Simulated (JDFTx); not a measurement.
Here is a JDFTx 1.7.0 (patched build) calculation.

Contents of MgO.in:

```
lattice Face-Centered Cubic 7.9255166303
coords-type Lattice
ion Mg     0.0000000000     0.0000000000     0.0000000000 1
ion O      0.5000000000     0.5000000000     0.5000000000 1

ion-species pseudo/Mg.upf
ion-species pseudo/O.upf
elec-cutoff 42 336
elec-ex-corr gga-PBE
van-der-waals D3BJ
kpoint-folding 11 11 11
elec-smearing Fermi 0.0018374661
elec-n-bands 14
electronic-SCF nIterations 100 energyDiffThreshold 1e-09
electronic-minimize nIterations 30 energyDiffThreshold 1e-7
forces-output-coords Cartesian
lattice-minimize nIterations 40 energyDiffThreshold 1e-6

dump-name run.$VAR
dump End Ecomponents EigStats BandEigs Kpoints Forces Stress ElecDensity Dtot KEdensity
```

Potentials or basis: PseudoDojo-SR-PBE-0.5-standard.

Launch:

```console
$ jdftx -c 1 -i MgO.in -o MgO.out
```

(1) Estimate the band gap on the k mesh.

(2) Estimate the space group after relaxing (to 0.05 Å).

## Answers

(1) 4.81 eV, direct.

(2) Fm-3m (No. 225).
